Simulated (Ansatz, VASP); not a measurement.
# KTaO3: VASP beside Ansatz

File POSCAR:

```
KTaO3
1.0
    3.5533502320      0.0000000000      0.0000000000
    0.0000000000      3.5533502320      0.0000000000
    0.0000000000      0.0000000000      5.0244372281
K Ta O
1 1 3
Direct
    0.5000000000      0.5000000000      0.5000000000
    0.0000000000      0.0000000000      0.0000000000
    0.5000000000      0.0000000000      0.0000000000
    0.0000000000      0.5000000000      0.0000000000
    0.0000000000      0.0000000000      0.5000000000
```

INCAR.step1

```
SYSTEM = KTaO3
PREC = Accurate ; ENCUT = 520
ISMEAR = 0 ; SIGMA = 0.05
LREAL = .FALSE. ; LASPH = .TRUE.
NELM = 80 ; NBANDS = 27
GGA = PE ; ALGO = Normal
EDIFF = 1E-4 ; LWAVE = .TRUE.
LCHARG = .FALSE.
```

File INCAR.step2:

```
SYSTEM = KTaO3
PREC = Accurate ; ENCUT = 520
EDIFF = 1E-6 ; ISMEAR = 0
SIGMA = 0.05 ; LREAL = .FALSE.
LASPH = .TRUE. ; NELM = 80
ALGO = Normal ; ISIF = 2
LWAVE = .FALSE. ; LCHARG = .FALSE.
METAGGA = R2SCAN ; LMIXTAU = .TRUE.
NBANDS = 27 ; ISTART = 1
```

The input KPOINTS:

```
regular mesh
0
G
  6 6 6
  0 0 0
```

Input for Ansatz:

```yaml
crystal:
  lattice:
    - [3.553350232, 0.0, 0.0]
    - [0.0, 3.553350232, 0.0]
    - [0.0, 0.0, 5.0244372281]
  atoms:
    - { symbol: K, position: [0.5, 0.5, 0.5] }
    - { symbol: Ta, position: [0.0, 0.0, 0.0] }
    - { symbol: O, position: [0.5, 0.0, 0.0] }
    - { symbol: O, position: [0.0, 0.5, 0.0] }
    - { symbol: O, position: [0.0, 0.0, 0.5] }
basis:
  ecutwfc: 500
kpoints:
  mp_grid: { grid: [6, 6, 6] }
hamiltonian:
  xc: r2scan
scf:
  occupations: { method: gaussian, width: 0.05 }
output:
  forces: true
  stress: true
  eigenvalues: true
  write_density: true
  write_potential: true
  elf: true
  volumetric_format: npy
```

Alike in both runs: task single point; functional r2SCAN; k mesh 6 × 6 × 6; occupations gaussian, width 0.05 eV; no spin polarisation.

|  | VASP | Ansatz |
| --- | --- | --- |
| version | VASP 6.6.1 | Ansatz 0.2.0 |
| potentials or method | VASP PAW PBE potentials, release 64 (K_sv, Ta_pv, O) | scalar-relativistic, plane waves, PAW |
| plane-wave cutoff (eV) | 520 | 500 |
| valence electrons in the cell | 38 | 40 |

VASP gave:

| Quantity | Value |
| --- | --- |
| gap on the k mesh at the Fermi level (eV) | 1.42 |
| least direct gap on the mesh (eV) | 1.42 |

Task: Estimate Ansatz's values.

Result: gap on the k mesh at the Fermi level (eV): 1.43; least direct gap on the mesh (eV): 1.43.

The functional is the same, so the differences come from potentials, cutoffs and numerics. The two sets of potentials don't hold the same shells in valence.

Caveats: spin-orbit coupling is left out, which moves the levels of the heavy elements. A k mesh can miss the band edges. r2SCAN opens gaps a little over a GGA but as a rule still falls short of measured ones.
